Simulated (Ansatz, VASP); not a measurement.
**One calculation of SiC, two programs**

Contents of INCAR:

```
SYSTEM = SiC
PREC = Accurate
ENCUT = 520
EDIFF = 1E-6
ISMEAR = 0
SIGMA = 0.01
LREAL = .False.
LASPH = .True.
NELM = 100
ALGO = Normal
ISIF = 2
LWAVE = .False.
LCHARG = .False.
GGA = PS
NBANDS = 16
```

The input KPOINTS:

```
regular mesh
0
Gamma
  12 12 6
  0 0 0
```

The input POSCAR:

```
SiC
1.0
    3.0759836400      0.0000000000      0.0000000000
   -1.5379918200      2.6638799739      0.0000000000
    0.0000000000      0.0000000000      5.0478375098
Si C
2 2
Direct
    0.3333333333      0.6666666667     -0.0562910465
    0.6666666667      0.3333333333      0.4437089535
    0.3333333333      0.6666666667      0.4312910465
    0.6666666667      0.3333333333      0.9312910465
```

Input for Ansatz:

```yaml
crystal:
  lattice:
    - [3.07598364, 0.0, 0.0]
    - [-1.53799182, 2.6638799739, 0.0]
    - [0.0, 0.0, 5.0478375098]
  atoms:
    - { symbol: Si, position: [0.3333333333, 0.6666666667, -0.0562910465] }
    - { symbol: Si, position: [0.6666666667, 0.3333333333, 0.4437089535] }
    - { symbol: C, position: [0.3333333333, 0.6666666667, 0.4312910465] }
    - { symbol: C, position: [0.6666666667, 0.3333333333, 0.9312910465] }
basis:
  ecutwfc: 420
  xc_grid: 2
kpoints:
  mp_grid: { grid: [12, 12, 6] }
hamiltonian:
  xc: pbesol
  pseudopotentials: { kind: paw, azcp: { folder: soft_1 } }
scf:
  occupations: { method: fixed }
output:
  forces: true
  stress: true
  eigenvalues: true
  polarization: {}
```

Change from the starting cell: polar distortion scaled by 0.10.

Alike in both runs: task single point; functional PBEsol; k mesh 12 × 12 × 6; no spin polarisation.

|  | VASP | Ansatz |
| --- | --- | --- |
| version | VASP 6.6.1 | Ansatz 0.2.0 |
| potentials or method | VASP PAW PBE potentials, release 64 (Si, C) | scalar-relativistic, plane waves, PAW |
| plane-wave cutoff (eV) | 520 | 420 |
| occupations | gaussian, width 0.01 eV | fixed |
| valence electrons in the cell | 16 | 16 |

Ansatz gave:

| Item | Value |
| --- | --- |
| gap on the k mesh at the Fermi level (eV) | 0.64 |
| least direct gap on the mesh (eV) | 2.65 |
| pressure (GPa) | 10.8 |
| largest component of the traceless stress (GPa) | 11.79 |
| rms of the force components (eV/Å) | 0.370 |

Q: Estimate VASP's values.

A: gap on the k mesh at the Fermi level (eV): 0.62; least direct gap on the mesh (eV): 2.64; pressure (GPa): 11.1; largest component of the traceless stress (GPa): 12.08; rms of the force components (eV/Å): 0.373.

Atom by atom the forces differ by 0.002 eV/Å (rms over components). Ansatz warned: «pseudo_functional_mismatch».

Caveats: the PAW data sets were made with another functional, which shifts forces and pressure a little (VASP). A k mesh can miss the band edges.
